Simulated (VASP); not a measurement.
**A VASP 6.6.1 single-point calculation on YN**

INCAR

```
NSW = 0
LCHARG = .FALSE.
NELM = 93
PREC = Accurate
NBANDS = 15
ISIF = 2
ENCUT = 520
METAGGA = R2SCAN
LREAL = .FALSE.
ISMEAR = 2
SIGMA = 0.8
LWAVE = .FALSE.
LASPH = .TRUE.
EDIFF = 1E-7
IBRION = -1
ALGO = Normal
```

KPOINTS

```
KPOINTS created by Atomic Simulation Environment
0
Gamma
10 10 10
0 0 0
```

POSCAR

```
Y  N
 1.0000000000000000
     0.0000000000000000    2.4480481426657112    2.4480481426657112
     2.4480481426657112    0.0000000000000000    2.4480481426657112
     2.4480481426657112    2.4480481426657112    0.0000000000000000
 Y   N
   1   1
Cartesian
  0.0000000000000000  0.0000000000000000  0.0000000000000000
  2.4480481426657112  2.4480481426657112  2.4480481426657112
```

The recommended PBE PAW datasets give the neutral cell 16 valence electrons.

Command

```
mpirun -np 1 vasp_std
```

Q: Predict the outcome of this run.

A: It converged. Results: gap between bands v and c on the k mesh 0.60 eV; least direct gap on the k mesh 1.01 eV; pressure 0.0 GPa. Band v is the last that the valence electrons fill when counted band by band, and c is the next.

OSZICAR

```
N       E                     dE             d eps       ncg     rms          rms(c)
DAV:   1     0.332379969779E+02    0.33238E+02   -0.84932E+03  1426   0.109E+03
DAV:   2    -0.386415448679E+02   -0.71880E+02   -0.64910E+02  1954   0.235E+02
DAV:   3    -0.416022805952E+02   -0.29607E+01   -0.29357E+01  1811   0.398E+01
DAV:   4    -0.416432120348E+02   -0.40931E-01   -0.40925E-01  1606   0.486E+00
DAV:   5    -0.416436533321E+02   -0.44130E-03   -0.44129E-03  1725   0.430E-01    0.322E+01
DAV:   6    -0.332415000179E+02    0.84022E+01   -0.60207E+00  1711   0.224E+01    0.314E+01
DAV:   7    -0.334175034541E+02   -0.17600E+00   -0.41381E-01  1683   0.568E+00    0.207E+01
DAV:   8    -0.334419511203E+02   -0.24448E-01   -0.13164E-01  2011   0.330E+00    0.263E+00
DAV:   9    -0.334381310364E+02    0.38201E-02   -0.18371E-02  1655   0.107E+00    0.787E-01
DAV:  10    -0.334379953958E+02    0.13564E-03   -0.13982E-03  1627   0.422E-01    0.251E-01
DAV:  11    -0.334380320787E+02   -0.36683E-04   -0.19223E-04  1678   0.142E-01    0.728E-02
DAV:  12    -0.334380265124E+02    0.55663E-05   -0.34275E-05  1789   0.628E-02    0.365E-02
DAV:  13    -0.334380277743E+02   -0.12619E-05   -0.50153E-06  1662   0.219E-02    0.833E-03
DAV:  14    -0.334380276445E+02    0.12980E-06   -0.28029E-07  1767   0.468E-03    0.216E-03
DAV:  15    -0.334380275783E+02    0.66164E-07   -0.73867E-08  1349   0.284E-03
   1 F= -.33438028E+02 E0= -.33441958E+02  d E =0.157201E-01
```

Standard output (part)

```
POSCAR found type information on POSCAR Y N
 POSCAR found :  2 types and       2 ions
 LDA part: xc-table for (None), standard interpolation
 POSCAR, INCAR and KPOINTS ok, starting setup
 WAVECAR not read
 entering main loop
```

One setting is odd (smearing far too wide), but here it hardly changes the result.

On sound settings r²SCAN gives a gap of 0.60 eV on its mesh and a pressure of 0.0 GPa for the intended cell. This run's energy (σ→0) differs from it by 0 meV an atom.
